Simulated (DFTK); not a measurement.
# ZrC in DFTK: the effect of pseudo set

The system is ZrC.

```
CELL_PARAMETERS angstrom
0.00000 2.34913 2.34913
2.34913 0.00000 2.34913
2.34913 2.34913 0.00000
ATOMIC_POSITIONS crystal
Zr 0.50000 0.50000 0.50000
C 0.00000 0.00000 0.00000
```

The cell isn't the ideal one: volume scaled by 0.98.

Alike in all runs:

```yaml
Program: DFTK 0.8.2
Task: single point
Functional: PBE
k_mesh: 7 × 7 × 7
Occupations: fermi-dirac, width 0.05 eV
Spin: no spin polarisation
```

| pseudo set | cutoff | pressure (GPa) |
| --- | --- | --- |
| dojo.nc.sr.pbe.v0_5.standard.upf (PBE) | 1116 eV | 1.6 |
| SG15 1.2 (PBE) | 1225 eV | 1.5 |
| cp2k.nc.sr.pbe.v0_1.largecore.gth (PBE, GTH) | 2177 eV | ? |

Question: What does the run with pseudo set cp2k.nc.sr.pbe.v0_1.largecore.gth (PBE, GTH) give?

Answer: Pressure 0.8 GPa.

Caveats: GTH potentials come without recommended cutoffs, and this one wasn't checked for convergence (some runs).
